**Question**

An engineer wants the band gap of GaP for two purposes: to place the absorption edge, and to estimate the density of intrinsic carriers at 300 K. The measured lowest gap is roughly 2.3 eV. It is indirect: the top of the valence band lies at the wavevector Γ, the lowest empty state near X. The direct gap at Γ is roughly 2.8 eV (both values rough and recalled).

The table gives both gaps for twelve semilocal functionals, which build exchange and correlation from the local density and, except in LDA, its gradient. The cell is close to the measured one and the same throughout.

ABINIT 10.8.3, plane-wave Kohn-Sham DFT without spin polarisation or spin-orbit coupling, for GaP (space group F-43m, 2 atoms in the primitive cell) at a cubic edge of 5.4505 Å. The runs use an 8 × 8 × 8 k mesh and Fermi-Dirac occupations with a width of 0.05 eV; both gaps are taken along the path Γ–X–W–K–Γ–L–U–W–L–K.

```
functional                               potentials  wave cutoff  gap on path (eV)  direct gap on path (eV)
       LDA                         JTH-PAW-LDA-v2.0   544.228 eV             1.444                    1.604
    PBEsol  PseudoDojo-NC-SR-PBEsol-v0.4.1-standard   1088.46 eV             1.471                    1.736
    revPBE                         JTH-PAW-PBE-v2.0   544.228 eV             1.656                    1.915
      BLYP                         JTH-PAW-PBE-v2.0   544.228 eV             1.672                    1.711
      AM05  PseudoDojo-NC-SR-PBEsol-v0.4.1-standard   1088.46 eV             1.549                    1.780
      BP86                         JTH-PAW-PBE-v2.0   544.228 eV             1.609                    1.748
     HLE16                         JTH-PAW-PBE-v2.0   544.228 eV             2.280                    2.280
    LDA-PZ                         JTH-PAW-LDA-v2.0   544.228 eV             1.438                    1.606
   LDA-VWN     PseudoDojo-NC-SR-LDA-v0.4.1-standard   1088.46 eV             1.454                    1.603
      PW91                         JTH-PAW-PBE-v2.0   544.228 eV             1.594                    1.777
     SOGGA  PseudoDojo-NC-SR-PBEsol-v0.4.1-standard   1088.46 eV             1.426                    1.762
  rPW86PBE                         JTH-PAW-PBE-v2.0   544.228 eV             1.657                    1.728
```

(a) Is any of these gaps accurate enough for the two purposes?
(b) revPBE and BLYP give nearly the same lowest gap. Are they equally good?
(c) HLE16 comes closest to the measured lowest gap. Should it be adopted?
(d) Why do the functionals differ, and which potentials and which cell should be used?

**Model answer**

(a) Leaving HLE16 aside for part (c), no. The other eleven functionals give lowest gaps within 0.25 eV of one another, while even the largest of them, that of BLYP, is 0.63 eV too small. Changing the functional within this group is therefore a smaller step than the error to be removed. The absorption edge would be placed in the deep red or near infrared instead of the green.

For carriers the error is far worse, because their density varies as $\exp(-E_g/2k_BT)$, with $E_g$ the lowest gap, $k_B$ Boltzmann's constant and $T$ the temperature. At 300 K the BLYP shortfall alone overstates the density by a factor of about $2\times10^5$.

Theory gives the main cause of this shared shortfall. When an electron is added to an insulator, the exact exchange-correlation potential jumps by a constant, and this jump belongs to the true gap. The usual semilocal functionals have no such jump, so the difference between their band energies comes out too small. Spin-orbit coupling and atomic vibrations are also missing here, but both would lower the calculated gap slightly and take it further from experiment.

(b) No. The conduction band has several minima, called valleys, at different wavevectors, and the lowest gap reports only the deepest one. In revPBE this is the valley towards X. In BLYP it is probably the one at the wavevector L, because the lowest gap is the same on the path and on the regular mesh, which contains L but not the minimum near X. In revPBE the direct gap lies 0.26 eV above the lowest gap; in BLYP it lies only 0.04 eV above, against roughly 0.5 eV in the real crystal. Both rows use the same potentials and cutoff, so the functional makes the difference.

A simple model shows what is at stake. Suppose that a functional moved all empty bands together relative to the valence band. The lowest gap $E_\text{low}$ would then follow the direct gap $E_\text{dir}$ one to one. Starting from LDA-PZ, the estimate for revPBE is

$$E_\text{low} \approx 1.438 + (1.915 - 1.606) = 1.747\ \text{eV}.$$

The calculation gives 1.656 eV, so the estimate is 0.09 eV too high. For BLYP the same step gives a value 0.13 eV too low. The model has no adjustable constant, and its errors are a sizeable part of the whole spread among the functionals. The valleys do not move together.

(c) Not on the strength of that number. HLE16 gives 2.28 eV, but as a direct gap at Γ, and it is the only direct row in the table. A designer who trusted it would expect GaP to absorb and emit light strongly at its edge, as direct semiconductors do.

The bands show how this comes about. From revPBE to HLE16 the gap at Γ rises by 0.37 eV. The gap to a point three quarters of the way from Γ to X rises by 1.00 eV, to 2.70 eV. The Γ valley ends about 0.5 eV too low and the valley towards X too high, and the measured lowest gap happens to lie near the wrong one. The potentials used for HLE16 were made for PBE and are unfit for so strongly altered a functional, so these numbers can't tell how much of the error belongs to the functional itself.

(d) Among the other functionals, the gradient correction offers a plausible reason for much of the order. It lowers the energy of an uneven density. In the spaces between the atoms the density passes through minima, and there the correction makes the potential less attractive. Conduction states near X have much of their weight in these spaces, so a stronger correction should push them up and open the lowest gap.

The same correction favours a larger crystal, because stretching the bonds makes the density more uneven. At a fixed cell this appears as a positive pressure, which means that the functional would like to expand. Lowest gap and pressure should therefore rise together, and among the five ordinary functionals run with PBE potentials they do so without exception, from PW91 to BLYP, although the step from revPBE to rPW86PBE is negligible. In rPW86PBE and BLYP the lowest valley is probably the one at L. The valley towards X then lies higher still, which agrees with the argument, but the lowest gap no longer measures it. A reader can use this for a similar functional: if it is known to make lattices too large, expect a larger lowest gap at the measured cell.

For a functional with a large pressure, the choice of cell can matter more than these steps. BLYP has a pressure of 6.3 GPa, and the direct gap of GaP rises under compression by roughly 0.1 eV per GPa (a recalled value). Letting the cell expand until the pressure vanishes would lower the Γ valley by some tenths of an eV and the L valley by less. As only 0.04 eV keeps BLYP indirect, it would probably become direct. The measured cell is therefore the safer choice for judging the order of the valleys.

The choice of potentials matters little where it can be tested. The three LDA rows, which cover both kinds of potentials, agree in the lowest gap to 0.02 eV. This tests only potentials made for LDA itself. Among the gradient functionals, only PBEsol was run with potentials of its own. The others used potentials made for PBE or PBEsol, and the effect of this mismatch isn't tested here. Potentials made for the chosen functional are the safer choice where they exist. The norm-conserving potentials were run at twice the cutoff, which means about 2.8 times as many plane waves, since their number grows as the cutoff to the power 3/2. PAW does additional work near the nuclei, so the ratio of run times will differ. The functionals themselves need only the density and at most its gradient, so none should be much dearer than another.

**Remarks on the reasoning**

The picture of a common shift in (b) keeps only a little truth. Over the eight gradient functionals other than HLE16, it misses the lowest gap by 0.10 eV (root mean square), whereas assuming no change from LDA-PZ misses by 0.16 eV. This gain only reflects that both gaps are, as a rule, larger than in LDA. Among the eight themselves the two gaps don't move together: BLYP has the largest lowest gap and the smallest direct gap. The picture fails on the distance between the valleys, which decides whether the material is direct.

In (d), a good answer separates the observed link from its explanation. A straight line in the pressure, fitted to the eleven rows without HLE16, reproduces their lowest gaps to about 0.03 eV; the printed output gives the details. Pressure is only a marker here, because the atoms stand at the same places in every row. That the gradient term acts through the spaces between the atoms is argued from theory, and no densities of single states are at hand to test it.

The argument also has visible limits. From PW91 to revPBE the lowest gap, which leads to the valley towards X in both, rises by 0.06 eV, but the direct gap rises by 0.14 eV. The rise is therefore not special to the states near X. SOGGA has a gradient correction, yet its lowest gap is slightly below that of LDA, and it fits the line worst; its potentials, made for PBEsol, may have a part in this. The line also mixes valleys, since the lowest one is probably at L in BLYP and rPW86PBE. HLE16 was left out because it also rescales local exchange and its potentials are unfit; the line would underestimate its gap by more than 1 eV. The direct gap, unlike the lowest one, doesn't follow the pressure: revPBE has the largest among the ordinary functionals, although BLYP has the higher pressure.

The best answers carry (b) through to practice. One remedy is to raise all empty bands by a constant until the lowest gap agrees with experiment. For BLYP this takes 0.63 eV and leaves the direct gap at $1.71 + 0.63 = 2.34$ eV, still about 0.5 eV too small. The remedy corrects one number and keeps every error in the spacing of the valleys. The rule is therefore to compare the direct gap and the lowest gap with experiment first, and to apply such a shift only if the distance between them is good enough for the purpose.

Output of the analysis:

```
Gaps and markers:
       row  short of 2.3 eV  direct less lowest eV  mesh less path eV  pressure GPa  rigid shift miss eV
       LDA            0.856                   0.16            0.04777        -2.764               -0.008
    PBEsol            0.829                  0.265            0.04768       -0.5211                0.097
    revPBE            0.644                  0.259            0.04823         4.073                0.091
      BLYP            0.628                  0.039          -0.000312         6.271               -0.129
      AM05            0.751                  0.231            0.04555       -0.3948                0.063
      BP86            0.691                  0.139            0.03105         2.969               -0.029
     HLE16             0.02                      0           -6.1e-05        -11.14               -0.168
    LDA-PZ            0.862                  0.168            0.05172        -2.713                    0
   LDA-VWN            0.846                  0.149            0.04754        -2.989               -0.019
      PW91            0.706                  0.183            0.04923         2.347                0.015
     SOGGA            0.874                  0.336            0.03892         -1.33                0.168
  rPW86PBE            0.643                  0.071          -0.000227         5.022               -0.097
fit of gap_on_path on 11 rows (usual): coefficient of press 0.02821 +/- 0.0027, constant 1.517 +/- 0.009; rms 0.026, worst SOGGA 0.0536, leave-one-out rms 0.0308
  rows outside the fit (model, value, miss): HLE16 1.203, 2.28, -1.08
Spread of the lowest gap over the three LDA rows, eV: 0.016
Spread of the lowest gap over all rows but HLE16, eV: 0.246
Smallest shortfall from rough 2.3 eV without HLE16, eV: 0.628
HLE16 direct gap short of rough 2.8 eV by, eV: 0.52
revPBE gap to the mesh point three quarters of the way to X, eV: 1.704
HLE16 gap to the same point, eV: 2.7
Rise of the Gamma gap from revPBE to HLE16, eV: 0.365
Rise of the gap towards X from revPBE to HLE16, eV: 0.9955
Rms miss of the rigid shift over the gradient functionals without HLE16, eV: 0.09811
Rms miss of no change from LDA-PZ over the same rows, eV: 0.1648
Rank correlation of lowest gap and pressure, PBE potentials only: 1
Rank correlation of direct gap and pressure, PBE potentials only: -0.7
Plane waves at the higher cutoff over those at the lower: 2.828
Factor on intrinsic carriers at 300 K from the smallest shortfall: 188351
Rough fall of the BLYP Gamma gap on relaxing the cell at recalled 0.1 eV per GPa, eV: 0.6271
```
